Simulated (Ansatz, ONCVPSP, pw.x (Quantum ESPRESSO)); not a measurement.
## From atom to crystal: ONCV potential for Pr

- Element: Pr (Z = 59)
- Generator: ONCVPSP 4.0.1.1 (patched build)
- Type: optimised norm-conserving Vanderbilt (ONCV)
- Functional: LDA (Perdew-Wang 92)
- Relativity: scalar-relativistic
- Frozen core: [Kr] 4d10
- Valence charge: 13
- Reference configuration: 4f3 5s2 5p6 6s2
- Partial waves: 5s+6s: rc 2.15 bohr, ncon 5, nbas 9, qcut 4.8 1/bohr, 2 projectors; 5p: rc 2.00 bohr, ncon 5, nbas 8, qcut 3.4 1/bohr, 2 projectors, debl 1.4 Ha; d scattering state at 0.12 Ha: rc 2.10 bohr, ncon 4, nbas 8, qcut 5 1/bohr, 2 projectors, debl 1.4 Ha; 4f: rc 1.55 bohr, ncon 4, nbas 8, qcut 12.1 1/bohr, 2 projectors, debl 0.4 Ha
- Local potential: polynomial inside 1.15 bohr (lpopt 5, dvloc0 0 Ha)
- Core correction: Teter function, fcfact 2.75, rcfact 1.4

In the d channel the program set the typed energies aside and used 0.050, 1.450 Ha.

Crystal test: fcc Pr in pw.x 7.5, no spin, 13³ k-points, Fermi–Dirac smearing 0.01 Ry, cutoffs 150/600 Ry. The reference is all-electron LAPW (Ansatz 0.2.0) with the same functional, mesh and smearing; V0 and B0 come from Birch–Murnaghan fits to the pressures at five volumes. Errors are pseudo minus all-electron; Δ is the rms difference of the E(V) curves that follow from these fits, minima aligned, over ±6 % about the mean V0. Mesh and smearing are coarse, so the numbers serve the comparison and aren't converged zero-temperature values; the lattice is a test structure that the element need not adopt. Spin polarisation and strong correlation are left out, which matters for this element.

All-electron: a0 = 4.381 Å (V0 = 21.02 Å³/atom), B0 = 58.7 GPa.

**Question.** How far does the potential miss the all-electron equation of state?

**Answer.** mean pressure error (GPa): +32.53. The pressure does not cross zero within the volumes sampled, so no fit is given. This is a poor potential for the solid. Note: ghosts flagged at negative energy: s at -99.8 eV; GHOST(+) flagged for p at 101.3 eV. A true bound ghost makes a file unfit for plane-wave use. Atomic configuration tests: tests left out (the all-electron energies of this program are off by 10 to 40 meV for near-neutral 4f atoms).

```tsv
V (Å³/atom)	P all-electron (GPa)	P pseudo (GPa)
19.934	3.57	40.06
20.458	1.70	35.96
20.983	0.09	32.43
21.508	-1.27	29.34
22.032	-2.44	26.49
```

**Question.** At the middle volume, how do free energy and pressure move when the wave cutoff is lowered (ecutrho kept at four times it)?

**Answer.**

```tsv
cutoff (Ry)	shift of F (meV/atom)	shift of P (GPa)
68	+2022.4	-73.78
90	+207.1	-10.30
120	+3.0	-0.21
```

The run at the middle volume (84 k-points, 10 iterations) took about 55 s on one core of a shared host (Intel(R) Xeon(R) 6975P-C, 192 threads, 378 GiB, load 46).
